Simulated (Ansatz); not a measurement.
## From formation energies to a reaction energy: Hf3C2

All numbers below come from DFT PBE, scalar-relativistic, plane waves, PAW (Ansatz). All cells share a 420 eV cutoff and Γ-centred k meshes spaced about 0.3 Å⁻¹ or finer (0.25 for metals, 2π included). No spin polarisation.

Energies over the elements count from the elements' standard structures at the same level, with no fitted energy shifts.

These are static total energies at zero pressure. Spin–orbit coupling, which can matter for Hf, is left out. The reference form of C is held partly by dispersion forces, which this level lacks.

A trial structure of Hf3C2 (reached from: a cell proposed by chemical analogy; relaxed: space group C2/m (No. 12), a = 5.700 Å, b = 9.853 Å, c = 5.690 Å, β = 109.7°) has a formation energy of -0.808 eV/atom. At its composition the lowest mixture among the elements and 1 reference phase computed alike (others may be missing) consists of these:

| phase | source | ΔE_f (eV/atom) |
| --- | --- | --- |
| Hf (solid) | element | -0.001 |
| HfC (Fm-3m) | COD | -0.918 |

The lowest database cell of Hf (-0.001) lies slightly below the reference, hence the non-zero entry.

**Question.** Write the balanced decomposition and find its energy per atom, per formula unit and per mole of formula units.

**Answer.** Balancing Hf and C gives Hf3C2 → Hf + 2 HfC. The left side holds 5 atoms, and the products take 1/5 (Hf) and 4/5 (HfC) of them. The mixture therefore lies at 1/5 × (-0.001) + 4/5 × (-0.918) = -0.735 eV/atom. The reaction energy is -0.735 − (-0.808) = 0.073 eV/atom. Times 5 atoms that is 0.365 eV per Hf3C2, and times 96.485 it is 35 kJ per mole of Hf3C2. Decomposition is uphill, so the structure is stable against the phases compared; others may be missing.

HfC has the more negative formation energy per atom, yet Hf3C2 lies 0.073 eV/atom below the mixture of HfC and hafnium. The two facts are compatible: the subcarbide contains less carbon and so fewer Hf–C bonds per atom, but each carbon contributes more to the formation energy than in HfC. The cell metric suggests a rock-salt derivative with ordered carbon vacancies. In such a structure the remaining carbon keeps its strong Hf 5d–C 2p bonding, while electrons no longer taken up by carbon can enter Hf–Hf bonding states. Ordering probably helps by keeping vacancies apart favourably, in line with the wide carbon-deficient range known for HfC. Elemental carbon does not appear in the decomposition, so any error in its reference energy cancels from the reaction energy, though not from the formation energies. The result supports a driving force for hafnium and HfC to combine at low temperature, but does not show whether the ordered arrangement survives against vacancy disorder on heating.
